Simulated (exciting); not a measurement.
# LiF (Griceite) (Fm-3m) in exciting: notebook, part 3 of 3

exciting (release sodium).

## (7) Electric field gradients, RGE2+TS (cell strained at random at fixed volume)

File input.xml:

```xml
<input>
  <title>LiF</title>
  <structure speciespath="./" tshift="false" cartesian="true">
    <crystal scale="1.88972612463">
      <basevect>-0.050058000000 2.000592000000 1.998768000000</basevect>
      <basevect>2.003138000000 -0.032927000000 1.981637000000</basevect>
      <basevect>2.002738000000 1.983061000000 -0.032527000000</basevect>
    </crystal>
    <species speciesfile="F.xml" rmt="1.45">
      <atom coord="3.737706309432 3.732895066719 3.730204096718"/>
    </species>
    <species speciesfile="Li.xml" rmt="1.7">
      <atom coord="0.000000000000 0.000000000000 0.000000000000"/>
    </species>
  </structure>
  <groundstate do="fromscratch" ngridk="9 9 9" rgkmax="6" gmaxvr="14" lmaxapw="6" lmaxmat="6" lmaxvr="6" stype="Gaussian" swidth="0.00036749" nempty="10" ValenceRelativity="zora" epsengy="1e-05" epspot="1e-05" maxscl="60" tforce="true" outputlevel="normal">
    <libxc exchange="XC_GGA_X_RGE2" correlation="XC_GGA_C_RGE2"/>
  </groundstate>
  <properties>
    <EFG/>
    <mossbauer/>
    <TSvdW/>
  </properties>
</input>
```

Potentials or basis: all-electron LAPW+lo, shipped species files, valence relativity zora.

The run is started by

```sh
OMP_NUM_THREADS=1 exciting_smp
```

INFO.OUT:

```text
================================================================================
EXCITING SODIUM started
[... 10 lines left out ...]

 Lattice vectors (cartesian) :
     -0.0945959103      3.7805709671      3.7771241067
      3.7853822098     -0.0622230121      3.7447512084
      3.7846263194      3.7474421784     -0.0614671217

 Reciprocal lattice vectors (cartesian) :
     -0.7994922897      0.8209049082      0.8218070828
      0.8198662927     -0.8142960412      0.8355722188
      0.8201732656      0.8349770171     -0.8151982157

 Unit cell volume                           :     110.2567326530
 Brillouin zone volume                      :       2.2497511714

 Species :    1 (F)
     parameters loaded from                 :    F.xml
     name                                   :    fluorine
     nuclear charge                         :      -9.00000000
     electronic charge                      :       9.00000000
     atomic mass                            :   34631.97043000
     muffin-tin radius                      :       1.45000000
     # of radial points in muffin-tin       :     250
[... 828 lines left out ...]

++++++++++++++++++++++++++++++++++++++++++++++++++++++++++++++++++++++++++++++++
| Convergency criteria checked for the last 2 iterations                       +
| Convergence targets achieved. Performing final SCF iteration                 +
++++++++++++++++++++++++++++++++++++++++++++++++++++++++++++++++++++++++++++++++
 Total energy                               :      -107.23165701
 _______________________________________________________________
 Fermi energy                               :         0.13096475
 Kinetic energy                             :       107.02531719
 Coulomb energy                             :      -202.22739825
 Exchange energy                            :       -11.59323201
 Correlation energy                         :        -0.43634395
[... 14 lines left out ...]
 Estimated fundamental gap                  :         0.33182051
        valence-band maximum at    1      0.0000  0.0000  0.0000
     conduction-band minimum at    1      0.0000  0.0000  0.0000

++++++++++++++++++++++++++++++++++++++++++++++++++++++++++++++++++++++++++++++++
+ Self-consistent loop stopped                                                 +
++++++++++++++++++++++++++++++++++++++++++++++++++++++++++++++++++++++++++++++++
 STATE.OUT is written

--------------------------------------------------------------------------------
- Writing atomic positions and forces                                          -
--------------------------------------------------------------------------------

 Atomic positions (cartesian) :
 atom     1   F  :     3.73770631    3.73289507    3.73020410
 atom     2  Li  :     0.00000000    0.00000000    0.00000000

 Total atomic forces including IBS (cartesian) :
 atom     1   F  :     0.00000000    0.00000000    0.00000000
 atom     2  Li  :     0.00000000    0.00000000    0.00000000

 Atomic force components including IBS (cartesian) :
 atom     1   F  :     0.00000000    0.00000000    0.00000000   HF force
                 :     0.00000000    0.00000000    0.00000000   core correction
                 :     0.00000000    0.00000000    0.00000000   IBS correction
 atom     2  Li  :     0.00000000    0.00000000    0.00000000   HF force
                 :     0.00000000    0.00000000    0.00000000   core correction
                 :     0.00000000    0.00000000    0.00000000   IBS correction

********************************************************************************
[... 7 lines left out ...]
| EXCITING SODIUM stopped                                                      =
================================================================================
```

EFG.OUT:

```text
(electric field gradient tensor is in Cartesian coordinates)

Species :    1 (), atom :    1

 EFG tensor :
 -0.1446012262E-01  0.2998469866E-01  0.3363535845E-01
  0.2998469866E-01  0.1249822255E-01  0.8731572561E-02
  0.3363535845E-01  0.8731572561E-02  0.1961900077E-02
 trace :  -0.6982261991E-16
 eigenvalues :
 -0.4732146074E-01 -0.1072733780E-02  0.4839419452E-01

Species :    2 (), atom :    1

 EFG tensor :
 -0.3007829758E-03 -0.1765190146E-02 -0.1242465985E-02
 -0.1765190146E-02 -0.4922154679E-03 -0.5423296584E-03
 -0.1242465985E-02 -0.5423296584E-03  0.7929984438E-03
 trace :   0.1301042607E-17
 eigenvalues :
 -0.2629048386E-02  0.8139101994E-03  0.1815138186E-02
```

It took 2 min on 1 thread of Arm Neoverse V2, shared host; peak memory 0.09 GiB.

The run converged, but some of its settings lie outside the range that counts as converged (typed here: ngridk = 9 × 9 × 9; lmaxapw = 6; lmaxmat = 6; lmaxvr = 6; rgkmax = 6), so its numbers aren't taken as properties of the crystal.

What came out:

```
Free energy                                       : -2917.9220 eV
Band gap on the k mesh                            : 9.03 eV, direct
All electrons inside the program's atomic spheres : F 7.84; Li 2.13 (radii F 1.45, Li 1.7 bohr)
Dispersion energy per atom                        : -0.744 eV
```

Caveat: the dispersion energy is computed afterwards and isn't part of the total energy; EFG.OUT prints the tensor in atomic units and with the sign opposite to the usual one; an odd mesh through Γ misses points on the zone boundary, where band edges often lie.

## (8) For comparison

An earlier run on the cell as given: functional PBE; potentials or basis all-electron LAPW+lo, shipped species files, valence relativity zora; rgkmax 7.5; k mesh 11 × 11 × 11; occupations fermi-dirac, width 0.05 eV; no spin polarisation.

- Band gap on the k mesh: 9.10 eV, direct
- All electrons inside the program's atomic spheres: F 7.85; Li 2.13 (radii F 1.45, Li 1.7 bohr)

## (9) Overview

```tsv
task	level	cell	k mesh	smearing	outputlevel	nempty	top of the spectrum (Ha)	broadening (Ha)	scissor shift (eV)	rgkmax	gap on the mesh (eV)
electric field gradients	LDA-VWN	cell strained at random at fixed volume	7 × 7 × 7	gaussian 0.1 eV	high	10	-	-	-	7.5	8.73
optical spectrum	LDA	as given	9 × 9 × 9, shifted	methfessel-paxton 0.01 eV	normal	28	0.8 Ha	0.02 Ha	0.5 eV	6.5	-
single point	PBE	as given	11 × 11 × 11	fermi-dirac 0.05 eV	-	10	-	-	-	7.5	9.10
```

Alike in all rows: potentials or basis all-electron LAPW+lo, shipped species files, valence relativity zora; no spin polarisation.

Caveats: EFG.OUT prints the tensor in atomic units and with the sign opposite to the usual one (some runs); the scissor shift is a trial value, not fitted to this crystal (some runs); spectra need much finer meshes, so this one isn't converged (some runs); independent-particle spectra lack excitons (some runs); an odd mesh through Γ misses points on the zone boundary, where band edges often lie (some runs).

Compare energies only between runs with the same functional and basis.
